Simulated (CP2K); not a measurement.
A run of CP2K 2026.2 is set up as follows.

zro2_pdos.inp

```
&GLOBAL
  PROJECT zro2_pdos
  RUN_TYPE ENERGY_FORCE
  PRINT_LEVEL LOW
&END GLOBAL
&FORCE_EVAL
  METHOD QS
  STRESS_TENSOR ANALYTICAL
  &DFT
    BASIS_SET_FILE_NAME BASIS_MOLOPT
    POTENTIAL_FILE_NAME GTH_POTENTIALS
    &MGRID
      CUTOFF 600
      REL_CUTOFF 60
      NGRIDS 5
    &END MGRID
    &QS
      METHOD GPW
      EPS_DEFAULT 1.0E-9
    &END QS
    &KPOINTS
      SCHEME MONKHORST-PACK 6 6 4
      GAMMA_CENTERED T
      SYMMETRY T
      SYMMETRY_BACKEND SPGLIB
    &END KPOINTS
    &SCF
      SCF_GUESS ATOMIC
      EPS_SCF 1.0E-6
      MAX_SCF 100
      ADDED_MOS 24
      CHOLESKY OFF
      EPS_EIGVAL 1.0E-7
      &DIAGONALIZATION ON
        ALGORITHM STANDARD
      &END DIAGONALIZATION
      &MIXING ON
        METHOD BROYDEN_MIXING
        ALPHA 0.4
        BETA 1.5
        NBUFFER 8
      &END MIXING
      &SMEAR ON
        METHOD FERMI_DIRAC
        ELECTRONIC_TEMPERATURE 580.23
      &END SMEAR
    &END SCF
    &XC
      &XC_FUNCTIONAL
        &GGA_X_PBE
        &END GGA_X_PBE
        &GGA_C_PBE
        &END GGA_C_PBE
      &END XC_FUNCTIONAL
    &END XC
    &PRINT
      &KPOINTS ON
      &END KPOINTS
      &MULLIKEN ON
      &END MULLIKEN
      &MO ON
        ENERGIES T
        OCCUPATION_NUMBERS T
        &EACH
          QS_SCF 0
        &END EACH
        ADD_LAST NUMERIC
      &END MO
      &DOS ON
        &PDOS
          COMPONENTS T
        &END PDOS
        &CURVE
          ENERGY_UNIT EV
          ENERGY_ZERO ABSOLUTE
          &BROADEN
            TYPE GAUSSIAN
            WIDTH [eV] 0.15
          &END BROADEN
        &END CURVE
        DELTA_E 0.001837
      &END DOS
    &END PRINT
  &END DFT
  &SUBSYS
    &CELL
      ABC 3.5961000000 3.5961000000 5.1770000000
      ALPHA_BETA_GAMMA 90.0000000000 90.0000000000 90.0000000000
      PERIODIC XYZ
    &END CELL
    &COORD
      SCALED
      Zr  0.5000000000 0.5000000000 0.5000000000
      Zr  0.0000000000 0.0000000000 0.0000000000
      O   0.5000000000 0.0000000000 0.7970000000
      O   0.5000000000 0.0000000000 0.2970000000
      O   0.0000000000 0.5000000000 0.7030000000
      O   0.0000000000 0.5000000000 0.2030000000
    &END COORD
    &KIND Zr
      BASIS_SET DZVP-MOLOPT-SR-GTH-q12
      POTENTIAL GTH-PBE-q12
    &END KIND
    &KIND O
      BASIS_SET DZVP-MOLOPT-SR-GTH-q6
      POTENTIAL GTH-PBE-q6
    &END KIND
    &PRINT
      &ATOMIC_COORDINATES ON
      &END ATOMIC_COORDINATES
      &CELL ON
      &END CELL
    &END PRINT
  &END SUBSYS
  &PRINT
    &FORCES ON
    &END FORCES
    &STRESS_TENSOR ON
    &END STRESS_TENSOR
  &END PRINT
&END FORCE_EVAL
```

Potentials or basis: GTH_POTENTIALS Zr GTH-PBE-q12, O GTH-PBE-q6; DZVP-MOLOPT-SR-GTH basis.

The run is started by

```sh
$ OMP_NUM_THREADS=1 cp2k.psmp -i zro2_pdos.inp -o zro2_pdos.out
```

(1) What does it give for the Mulliken charges?

(2) What does it give for the largest force?

## Answers

(1) Zr +1.23; O -0.62 e.

(2) 0.092 eV/Å.
